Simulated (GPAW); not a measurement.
# SnTe (Fm-3m) in GPAW: a series of runs, part 3 of 3

GPAW 26.7.0. The steps go on from the part before.

## (4) Band structure, PBE

The input, run.py:

```python
from ase import Atoms
from ase.dft.bandgap import bandgap
from ase.io import write
from gpaw import GPAW

atoms = Atoms(['Te', 'Sn'],
              cell=[[0.0, 3.15085, 3.15085],
                    [3.15085, 0.0, 3.15085],
                    [3.15085, 3.15085, 0.0]],
              scaled_positions=[[0.5, 0.5, 0.5],
                                [0.0, 0.0, 0.0]],
              pbc=True)

calc = GPAW(mode='fd',
            h=0.16,
            xc='PBE',
            kpts={'size': (6, 6, 6), 'gamma': True},
            occupations={'name': 'fermi-dirac', 'width': 0.05},
            nbands=19,
            convergence={'density': 1e-05, 'energy': 1e-05},
            maxiter=150,
            txt='gpaw.txt')
atoms.calc = calc
energy = atoms.get_potential_energy()
forces = atoms.get_forces()
calc.write('gs.gpw')
write('result.traj', atoms)
print(f'Energy: {energy:.6f} eV')
print('Forces (eV/A):')
print(forces.round(4))
print('Fermi level:', round(calc.get_fermi_level(), 4), 'eV')
print(f'Gap: {bandgap(calc)[0]:.4f} eV, direct: {bandgap(calc, direct=True)[0]:.4f} eV')

path = atoms.cell.bandpath('GXWKGLUWLK,UX', npoints=80, eps=1e-4)
bs_calc = calc.fixed_density(kpts=path, symmetry='off', nbands=32,
                             convergence={'bands': 'CBM+6.0', 'eigenstates': 1e-6}, txt='bands.txt')
bs = bs_calc.band_structure()
bs.write('bs.json')
print(f'Gap on the path: {bandgap(bs_calc)[0]:.4f} eV')
```

Potentials or basis: GPAW PAW data sets (gpaw-data 1.2.1), fd.

Launch:

```
OMP_NUM_THREADS=1 python run.py
```

gpaw.txt:

```text
__  _  _
 | _ |_)|_||  |
 |__||  | ||/\| - 26.7.0

Input parameters:
  mode=FD(),
  convergence={'density': 1e-05, 'energy': 1e-05},
  h=0.16,
  kpts=MonkhorstPack(size=(6, 6, 6), gamma=True),
  maxiter=150,
  nbands=19,
  occupations=Occupations(name='fermi-dirac', width=0.05),
  xc=XC(name='PBE')

Diagonalizing LCAO Hamiltonian
Converting LCAO to fd mode

                 Te

       Sn

Atoms  # Å, Bohr magnetons
|   | symbol |        x |        y |        z |    initial magnetic moments |
|---|--------|----------|----------|----------|-----------------------------|
| 0 |     Te | 3.150850 | 3.150850 | 3.150850 | ( 0.0000,  0.0000,  0.0000) |
| 1 |     Sn | 0.000000 | 0.000000 | 0.000000 | ( 0.0000,  0.0000,  0.0000) |

Unit cell  # Å
| periodic |        x |        y |        z |  lengths |    angles |
|----------|----------|----------|----------|----------|-----------|
|      yes | 0.000000 | 3.150850 | 3.150850 | 4.455975 | 60.000000 |
|      yes | 3.150850 | 0.000000 | 3.150850 | 4.455975 | 60.000000 |
|      yes | 3.150850 | 3.150850 | 0.000000 | 4.455975 | 60.000000 |

Number of symmetries: 48
Symmetry operations  # r_c * U_cc + t_c -> r_c
|    | kind |            matrix            |
|----|------|------------------------------|
|  0 |  σ   |  1, 0, 0,  1, 0,-1,  1,-1, 0 |
|  1 |  C2  |  1, 0, 0,  1,-1, 0,  1, 0,-1 |
|  2 |  E   |  1, 0, 0,  0, 1, 0,  0, 0, 1 |
|  3 |  σ   |  1, 0, 0,  0, 0, 1,  0, 1, 0 |
|  4 |  C4  |  1, 0,-1,  1, 0, 0,  1,-1, 0 |
|  5 |  S6  |  1, 0,-1,  1,-1, 0,  1, 0, 0 |
|  6 |  σ   |  1, 0,-1,  0, 1,-1,  0, 0,-1 |
|  7 |  C3  |  1, 0,-1,  0, 0,-1,  0, 1,-1 |
|  8 |  S6  |  1,-1, 0,  1, 0, 0,  1, 0,-1 |
|  9 |  C4  |  1,-1, 0,  1, 0,-1,  1, 0, 0 |
| 10 |  C3  |  1,-1, 0,  0,-1, 1,  0,-1, 0 |
| 11 |  σ   |  1,-1, 0,  0,-1, 0,  0,-1, 1 |
| 12 |  σ   |  0, 1, 0,  1, 0, 0,  0, 0, 1 |
| 13 |  C4  |  0, 1, 0,  0, 1,-1, -1, 1, 0 |
| 14 |  C3  |  0, 1, 0,  0, 0, 1,  1, 0, 0 |
| 15 |  S6  |  0, 1, 0, -1, 1, 0,  0, 1,-1 |
| 16 |  C2  |  0, 1,-1,  1, 0,-1,  0, 0,-1 |
| 17 |  σ   |  0, 1,-1,  0, 1, 0, -1, 1, 0 |
| 18 |  S4  |  0, 1,-1,  0, 0,-1,  1, 0,-1 |
| 19 |  C4  |  0, 1,-1, -1, 1, 0,  0, 1, 0 |
| 20 |  C3  |  0, 0, 1,  1, 0, 0,  0, 1, 0 |
| 21 |  σ   |  0, 0, 1,  0, 1, 0,  1, 0, 0 |
| 22 |  S6  |  0, 0, 1,  0,-1, 1, -1, 0, 1 |
| 23 |  C4  |  0, 0, 1, -1, 0, 1,  0,-1, 1 |
| 24 |  S4  |  0, 0,-1,  1, 0,-1,  0, 1,-1 |
| 25 |  C3  |  0, 0,-1,  0, 1,-1,  1, 0,-1 |
| 26 |  C2  |  0, 0,-1,  0,-1, 0, -1, 0, 0 |
| 27 |  S6  |  0, 0,-1, -1, 0, 0,  0,-1, 0 |
| 28 |  S4  |  0,-1, 1,  1,-1, 0,  0,-1, 0 |
| 29 |  C4  |  0,-1, 1,  0, 0, 1, -1, 0, 1 |
| 30 |  C2  |  0,-1, 1,  0,-1, 0,  1,-1, 0 |
| 31 |  σ   |  0,-1, 1, -1, 0, 1,  0, 0, 1 |
| 32 |  C3  |  0,-1, 0,  1,-1, 0,  0,-1, 1 |
| 33 |  S6  |  0,-1, 0,  0, 0,-1, -1, 0, 0 |
| 34 |  S4  |  0,-1, 0,  0,-1, 1,  1,-1, 0 |
| 35 |  C2  |  0,-1, 0, -1, 0, 0,  0, 0,-1 |
| 36 |  C2  | -1, 1, 0,  0, 1, 0,  0, 1,-1 |
| 37 |  S6  | -1, 1, 0,  0, 1,-1,  0, 1, 0 |
| 38 |  S4  | -1, 1, 0, -1, 0, 1, -1, 0, 0 |
| 39 |  C3  | -1, 1, 0, -1, 0, 0, -1, 0, 1 |
| 40 |  S6  | -1, 0, 1,  0, 0, 1,  0,-1, 1 |
| 41 |  C2  | -1, 0, 1,  0,-1, 1,  0, 0, 1 |
| 42 |  C3  | -1, 0, 1, -1, 1, 0, -1, 0, 0 |
| 43 |  S4  | -1, 0, 1, -1, 0, 0, -1, 1, 0 |
| 44 |  C2  | -1, 0, 0,  0, 0,-1,  0,-1, 0 |
| 45 |  i   | -1, 0, 0,  0,-1, 0,  0, 0,-1 |
| 46 |  σ   | -1, 0, 0, -1, 1, 0, -1, 0, 1 |
| 47 |  C2  | -1, 0, 0, -1, 0, 1, -1, 1, 0 |

BZ-sampling:
  Number of BZ points: 216
  Number of IBZ points: 16

  Monkhorst-Pack size: [6, 6, 6]
  Monkhorst-Pack shift: [0.08333333333333333, 0.08333333333333333, 0.08333333333333333]

K-points  # in reciprocal-cell coordinates
|     |                                coordinates |     weight |
|-----|--------------------------------------------|------------|
|   0 | (  0.00000000,   0.00000000,   0.00000000) | 0.00462963 |
|   1 | (  0.16666667,   0.16666667,   0.00000000) | 0.02777778 |
|   2 | (  0.16666667,   0.16666667,   0.16666667) | 0.03703704 |
|   3 | (  0.33333333,   0.16666667,   0.16666667) | 0.05555556 |
|   4 | (  0.33333333,   0.33333333,  -0.33333333) | 0.05555556 |
|   5 | (  0.33333333,   0.33333333,   0.00000000) | 0.02777778 |
|   6 | (  0.33333333,   0.33333333,   0.16666667) | 0.11111111 |
|   7 | (  0.33333333,   0.33333333,   0.33333333) | 0.03703704 |
|   8 | (  0.50000000,   0.33333333,  -0.33333333) | 0.11111111 |
|   9 | (  0.50000000,   0.33333333,  -0.16666667) | 0.05555556 |
| ... |                                            |            |
|  15 | (  0.50000000,   0.50000000,   0.50000000) | 0.01851852 |

Uniform wave function grid shape: (np.int64(24), np.int64(24), np.int64(24))
Spin-components: 1 (collinear spins)
Bands:           19
Projectors:      11
Spin-degeneracy: 2
Datatype:        complex128

Parallelization:
  kpt:    1
  domain: 1
  band:   1

Density:
  Valence electrons: 20.0
  Components: 1
  Grid points: [24 24 24]
  Charge: 0.0  # |e|

Potential:
  Grid points: [24 24 24]

species:
  Te:
    name:    Tellurium
    Z:       52.0
    valence: 6
    core:    46
    charge:  0.0  # [|e|]
    compensation charges:
      type: gauss
      rc: 0.36  # [Å]
      lmax: 2
    cutoffs:
      filter: 2.09  # [Å]
      core: 3.17  # [Å]
    projectors
    | kind |    occ | energy [eV] | rcut [Å] |
    |------|--------|-------------|----------|
    |   5s |  2.000 |     -15.089 |    1.180 |
    |   5p |  4.000 |      -5.955 |    1.196 |
    |    s |        |      12.123 |    1.180 |
    |    p |        |      21.256 |    1.196 |
    |    d |        |       0.000 |    1.238 |

    Using partial waves for Te as LCAO basis

  Sn:
    name:    Tin
    Z:       50.0
    valence: 14
    core:    36
    charge:  0.0  # [|e|]
    compensation charges:
      type: gauss
      rc: 0.38  # [Å]
      lmax: 2
    cutoffs:
      filter: 2.23  # [Å]
      core: 2.35  # [Å]
    projectors
    | kind |    occ | energy [eV] | rcut [Å] |
    |------|--------|-------------|----------|
    |   5s |  2.000 |     -10.538 |    1.201 |
    |   5p |  2.000 |      -3.696 |    1.270 |
    |   4d | 10.000 |     -25.845 |    1.185 |
    |    s |        |      16.674 |    1.201 |
    |    p |        |      23.515 |    1.270 |
    |    d |        |       1.367 |    1.185 |

    Using partial waves for Sn as LCAO basis

Reference energy: -352801.376741  # eV

eigensolver:
  PPCG
  Converge bands: occupied
  niter=2

density mixing:
  MSR1-Mixer
  Pratt-step length: 0.05
  Maximum mixing coefficient: 0.75
  Old densities: 10
  SVD Regularization: 0.005
  Good broyden scale: 1.0
  Trust region scale: 1.0
  Backstep threshold: 4.0
  History deletion threshold: 6.0
  Fourier metric: weight=20.0, sigma=0.015

occupation numbers:
  Fermi-Dirac:
    width: 0.0500  # eV

FastPoissonSolver using
    Stencil: 12*3+1=37 point O(h^6) finite-difference Laplacian
    FFT axes: [np.int64(0), np.int64(1), np.int64(2)]
    FST axes: []

xc functional:
  name: PBE with 2 nearest neighbor stencil
interpolation: tri-quintic # 5. degree polynomial

convergence criteria:
- Maximum integral of absolute [dens]ity change: 1e-05 electrons / valence electron
- Maximum [total energy] change in last 3 cyles: 1e-05 eV / valence electron
- Maximum integral of absolute [eigenst]ate change: 4e-08 eV^2 / valence electron
maximum number of iterations: 150

SCF iterations
|iter     | |      energy | eigst |  dens |
|---------|-|-------------|-------|-------|
|iter:   1| |   -7.840574 | +0.38 |       |
|iter:   2| |   -7.856583 | -1.04 | -1.48 |
|iter:   3| |   -7.829464 | -1.74 | -1.52 |
|iter:   4| |   -7.829339 | -2.78 | -2.05 |
|iter:   5| |   -7.829758 | -3.72 | -2.49 |
|iter:   6| |   -7.829810 | -4.62 | -3.06 |
|iter:   7| |   -7.829811c| -5.70 | -3.90 |
|iter:   8| |   -7.829811c| -6.54 | -4.39 |
|iter:   9| |   -7.829811c| -7.41c| -5.08c|

Converged in 9 steps
Energy contributions relative to reference atoms: (reference = -352801.376741)

Energy contributions:
  Kinetic:          14.566132
  Coulomb:         -14.702276
  Zero:              0.189431
  External:          0.000000
  Xc:               -7.882007
  Entropy:          -0.002182
  Spinorbit:         0.000000
  ----------------------------
  Free energy:      -7.830902
  Extrapolated:     -7.829811

dipole moment: (-21.372935, -21.372935, -21.372935)  # |e|*Ang

Fermi level: 6.520
Eigenvalues  # (at kpt = [0.000, 0.000, 0.000])
| band index |      eig [eV] | occ [0-2] |
|------------|---------------|-----------|
|          0 |       -15.441 |     2.000 |
|        ... |               |           |
|          2 |       -15.434 |     2.000 |
|          3 |       -15.434 |     2.000 |
|          4 |       -15.434 |     2.000 |
|          5 |        -6.329 |     2.000 |
|          6 |         1.801 |     2.000 |
|          7 |         4.306 |     2.000 |
[... 9 lines left out ...]
|         17 |        13.374 |     0.000 |
|         18 |        14.058 |     0.000 |

Gap: 0.107 eV
Transition (v -> c):
  (s=0, k=15, n=9, [0.50, 0.50, 0.50]) -> (s=0, k=15, n=10, [0.50, 0.50, 0.50])
No difference between direct/indirect transitions

Forces  # eV/Ang
|        x |       y |        z |
|----------|---------|----------|
| -0.00000 | 0.00000 |  0.00000 |  # Te   0
|  0.00000 | 0.00000 | -0.00000 |  # Sn   1

# Writing to gs.gpw (mode='')
```

Run time: 3.5 min. Hardware: 1 thread of Intel Xeon 6975P-C (Granite Rapids), shared host; peak memory 1.1 GiB.

What came out:

- Free energy: -7.8309 eV
- Band gap on the k mesh: 0.11 eV, direct
- Band gap along the path: 0.11 eV, direct

Levels at the corners of the path, in eV from the valence-band top:
| point | band 8 | band 9 | band 10 | band 11 | band 12 | band 13 |
| --- | --- | --- | --- | --- | --- | --- |
| Γ | -2.16 | -2.16 | -2.16 | 3.33 | 3.33 | 3.33 |
| X | -5.59 | -3.76 | -3.76 | 2.17 | 4.91 | 4.91 |
| W | -4.84 | -4.84 | -0.83 | 0.83 | 4.62 | 4.62 |
| K | -5.19 | -3.26 | -2.72 | 3.01 | 3.08 | 4.19 |
| Γ | -2.16 | -2.16 | -2.16 | 3.33 | 3.33 | 3.33 |
| L | -1.82 | -1.82 | 0.00 | 0.11 | 0.35 | 0.35 |
| U | -5.19 | -3.26 | -2.72 | 3.01 | 3.08 | 4.19 |
| W | -4.84 | -4.84 | -0.83 | 0.83 | 4.62 | 4.62 |
| L | -1.82 | -1.82 | 0.00 | 0.11 | 0.35 | 0.35 |
| K | -5.19 | -3.26 | -2.72 | 3.01 | 3.08 | 4.19 |
| U | -5.19 | -3.26 | -2.72 | 3.01 | 3.08 | 4.19 |
| X | -5.59 | -3.76 | -3.76 | 2.17 | 4.91 | 4.91 |

Caveat: the real-space grid adds noise to forces; spin-orbit coupling is left out, which moves the levels of the heavy elements.

## (5) Equation of state, revPBE+D3

The input, run.py:

```python
from ase.calculators.mixing import SumCalculator
from ase.eos import EquationOfState
from ase.io import Trajectory, read
from ase.units import GPa
from dftd3.ase import DFTD3
from gpaw import GPAW, PW

atoms = read('POSCAR')

traj = Trajectory('eos.traj', 'w')
volumes, energies = [], []
for x in [0.94, 0.96, 0.98, 1.0, 1.02, 1.04, 1.06]:
    a = atoms.copy()
    a.set_cell(atoms.cell * x**(1 / 3), scale_atoms=True)
    calc = GPAW(mode=PW(600),
                xc='revPBE',
                kpts={'size': (6, 6, 6), 'gamma': True},
                occupations={'name': 'fermi-dirac', 'width': 0.05},
                nbands=19,
                convergence={'density': 1e-05, 'energy': 1e-05},
                maxiter=150,
                txt=f'eos-{x:.2f}.txt')
    a.calc = SumCalculator([calc, DFTD3(method='revpbe', damping='d3zero')])
    energies.append(a.get_potential_energy())
    volumes.append(a.get_volume())
    p = -a.get_stress()[:3].mean() / GPa
    calc.write(f'eos-{x:.2f}.gpw')
    traj.write(a)
    print(f'{x:.2f} {volumes[-1]:10.4f} A^3 {energies[-1]:14.6f} eV {p:9.3f} GPa', flush=True)

v0, e0, B = EquationOfState(volumes, energies, eos='birchmurnaghan').fit()
print(f'V0 = {v0:.4f} A^3, E0 = {e0:.6f} eV, B0 = {B / GPa:.2f} GPa')
```

The input, POSCAR:

```
SnTe
1.0
    0.0000000000      3.1508500000      3.1508500000
    3.1508500000      0.0000000000      3.1508500000
    3.1508500000      3.1508500000      0.0000000000
Te Sn
1 1
Direct
    0.5000000000      0.5000000000      0.5000000000
    0.0000000000      0.0000000000      0.0000000000
```

Potentials or basis: the program's PAW data sets (release 1.2.1) made for this functional, pw.

Launch:

```
OMP_NUM_THREADS=1 python run.py
```

It took 48 s on 1 thread of Intel Xeon 6975P-C (Granite Rapids), shared host; peak memory 0.28 GiB.

The run converged. Its results:

```
Equilibrium volume                      : 32.15 Å³/atom
Bulk modulus                            : 42 GPa
Pressure derivative of the bulk modulus : 5.5 (rough: it moves with the points fitted)
```

Energy against volume, from the lowest point:
| volume (Å³/atom) | energy (meV/atom) |
| --- | --- |
| 29.404 | 36.88 |
| 30.030 | 20.91 |
| 30.656 | 9.80 |
| 31.281 | 2.98 |
| 31.907 | 0.00 |
| 32.532 | 0.38 |
| 33.158 | 3.63 |

The run has no spin-orbit coupling, so splittings on Te are missing. Zero-point motion and thermal expansion aren't in these numbers.

## (6) The runs side by side

| task | level | potentials or basis | spin | cutoff (eV) | band path | band points | spin axis theta (degrees) | spin axis phi (degrees) | soc after scf | grid spacing | gap on the mesh (eV) | V0 of scaled cells (Å³/atom) | B0 (GPa) |
| --- | --- | --- | --- | --- | --- | --- | --- | --- | --- | --- | --- | --- | --- |
| equation of state | PBE | GPAW PAW data sets (gpaw-data 1.2.1), pw | off | 600 | - | - | - | - | - | - | - | 32.74 | 40 |
| band structure | AM05 | PAW data sets generated in the run's folder for this functional, pw | SOC, no magnetisation | 600 | GXWKGLUWLK,UX | 60 | 0 | 0 | second variation | - | 0.32 | - | - |
| band structure | PBE | GPAW PAW data sets (gpaw-data 1.2.1), fd | off | - | GXWKGLUWLK,UX | 80 | - | - | - | 0.16 Å | 0.11 | - | - |
| equation of state | revPBE+D3 | the program's PAW data sets (release 1.2.1) made for this functional, pw | off | 600 | - | - | - | - | - | - | - | 32.15 | 42 |

Alike in all rows: cell as given; k mesh 6 × 6 × 6; smearing fermi-dirac 0.05 eV.

Caveats: spin-orbit coupling was added after a scalar SCF, so levels and gaps hold it while energy, forces, pressure and moments don't (some runs); this program's spin-orbit splittings come out too wide for heavy elements (some runs); the real-space grid adds noise to forces (some runs); spin-orbit coupling is left out, which moves the levels of the heavy elements (some runs).

Absolute energies hang on the potentials; compare differences alone.

## (7) Against experiment

Step 3. Against the measured gap of SnTe, 0.18 eV (direct; 300 K; a printed reference work, textbook), the calculated 0.32 eV is off by +0.14 eV. The value is that of AM05, without temperature or zero-point motion.

Step 4. Measured gap of SnTe: 0.18 eV (direct; 300 K; a printed reference work, textbook). This calculation gives 0.11 eV (-0.07 eV). Spin-orbit coupling on Sn, Te is left out. The value is that of PBE, without temperature or zero-point motion. Semilocal functionals fall short of measured gaps as a rule.
